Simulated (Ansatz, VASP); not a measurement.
**One calculation of MgO, two programs**

File INCAR:

```
SYSTEM = MgO
PREC = Accurate
ENCUT = 520
EDIFF = 1E-6
ISMEAR = -1
SIGMA = 0.01
LREAL = .False.
LASPH = .True.
NELM = 100
ALGO = Normal
ISIF = 2
LWAVE = .False.
LCHARG = .False.
GGA = PS
NBANDS = 11
```

Contents of KPOINTS:

```
regular mesh
0
Gamma
  11 11 11
  0 0 0
```

Contents of POSCAR:

```
MgO
1.0
    0.0000000000      2.1351500000      2.1351500000
    2.1351500000      0.0000000000      2.1351500000
    2.1351500000      2.1351500000      0.0000000000
Mg O
1 1
Direct
    0.0000000000      0.0000000000      0.0000000000
    0.5000000000      0.5000000000      0.5000000000
```

Input for Ansatz:

```yaml
crystal:
  lattice:
    - [0.0, 2.13515, 2.13515]
    - [2.13515, 0.0, 2.13515]
    - [2.13515, 2.13515, 0.0]
  atoms:
    - { symbol: Mg, position: [0.0, 0.0, 0.0] }
    - { symbol: O, position: [0.5, 0.5, 0.5] }
kpoints:
  mp_grid: { grid: [11, 11, 11] }
  band_path:
    path:
      - [0.0, 0.0, 0.0]
      - [0.5, 0.0, 0.5]
      - [0.625, 0.25, 0.625]
      - [0.375, 0.375, 0.75]
      - [0.0, 0.0, 0.0]
      - [0.5, 0.5, 0.5]
      - [0.5, 0.25, 0.75]
      - [0.5, 0.0, 0.5]
    npoints: 5
scf:
  occupations: { method: fermi_dirac, width: 0.01 }
hamiltonian:
  xc: pbesol
  pseudopotentials: { kind: all_electron, lapw: { basis_error: 0.001 } }
output:
  forces: true
  stress: true
  eigenvalues: true
```

Alike in both runs: task single point; functional PBEsol; k mesh 11 × 11 × 11; occupations fermi-dirac, width 0.01 eV; no spin polarisation.

|  | VASP | Ansatz |
| --- | --- | --- |
| version | VASP 6.6.1 | Ansatz 0.2.0 |
| potentials or method | VASP PAW PBE potentials, release 64 (Mg, O) | all-electron LAPW, scalar-relativistic |
| plane-wave cutoff (eV) | 520 | see its input |

```tsv
	VASP	Ansatz	Ansatz less VASP
gap on the k mesh at the Fermi level (eV)	4.25	4.25	+0.003
pressure (GPa)	-6.3	-5.7	+0.63
```

Ansatz ran all-electron here, so the differences hold the error of VASP's frozen core and of both bases.

Caveats: the PAW data sets were made with another functional, which shifts forces and pressure a little (VASP). As with any semilocal functional, this PBEsol gap is likely too small.
